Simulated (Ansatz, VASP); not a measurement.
Given: the input of a run of VASP 6.6.1 on SrO.

The input INCAR:

```
SYSTEM = SrO
PREC     = Accurate       ! precision mode
ENCUT    = 520            ! plane-wave cutoff, eV
EDIFF    = 1E-6           ! SCF threshold, eV
ISMEAR   = -1             ! smearing method
SIGMA    = 0.05           ! smearing width, eV
LREAL    = .FALSE.        ! projectors in reciprocal space
LASPH    = .TRUE.         ! aspherical terms in the spheres
NELM     = 60             ! most SCF steps
ALGO     = Normal         ! electronic algorithm
ISIF     = 2              ! what is computed and relaxed
LWAVE    = .FALSE.        ! write WAVECAR
LCHARG   = .FALSE.        ! write CHGCAR
GGA      = PE             ! functional
NBANDS   = 15             ! bands
```

Contents of KPOINTS:

```
Automatic mesh
0
G
  9 9 9
  0 0 0
```

File POSCAR:

```
SrO
1.0
    0.0000000000      2.5663000000      2.5149740000
    2.5663000000      0.0000000000      2.5149740000
    2.5663000000      2.5663000000      0.0000000000
Sr O
1 1
Direct
    0.5000000000      0.5000000000      0.5000000000
    0.0000000000      0.0000000000      0.0000000000
```

Potentials or basis: VASP PAW PBE potentials, release 64 (Sr_sv, O).

The run is started by

```console
$ cat potpaw_PBE.64/Sr_sv/POTCAR potpaw_PBE.64/O/POTCAR > POTCAR
$ mpirun -np 1 vasp_std > vasp.out
```

Q: Translate it to Ansatz 0.2.0. Potentials there: Ansatz PAW.

A: As run (the cutoff follows the program's own potentials):

input.yaml

```yaml
crystal:
  lattice:
    - [0.0, 2.5663, 2.514974]
    - [2.5663, 0.0, 2.514974]
    - [2.5663, 2.5663, 0.0]
  atoms:
    - { symbol: Sr, position: [0.5, 0.5, 0.5] }
    - { symbol: O, position: [0.0, 0.0, 0.0] }
hamiltonian:
  xc: pbe
  pseudopotentials: { kind: paw }
kpoints:
  mp_grid: { grid: [9, 9, 9] }
scf:
  occupations: { method: fermi_dirac, width: 0.05 }
output:
  forces: true
  stress: true
  eigenvalues: true
```

Potentials or basis: Ansatz PAW.

Command:

```console
$ ansatz run input.yaml --threads 2 --pin off --max-ram 5632MiB --backend cpu --events-out ev --progress --plain --runs-dir out
```

Both were run:

|  | VASP | Ansatz | Ansatz less VASP |
| --- | --- | --- | --- |
| gap on the k mesh at the Fermi level (eV) | 3.20 | 3.26 | +0.052 |
| least direct gap on the mesh (eV) | 3.35 | 3.39 | +0.040 |
| pressure (GPa) | 6.2 | 5.5 | -0.67 |
| largest component of the traceless stress (GPa) | 2.29 | 2.17 | -0.119 |

The functional is the same, so the differences come from potentials, cutoffs and numerics.

Caveats: an odd mesh through Γ misses points on the zone boundary, where band edges often lie (VASP); odd divisions of the mesh miss points on the zone boundary, where band edges often lie, so the gap on the mesh can be too wide (Ansatz); the pressure holds a Pulay correction of +0.4 GPa for the finite cutoff (Ansatz).
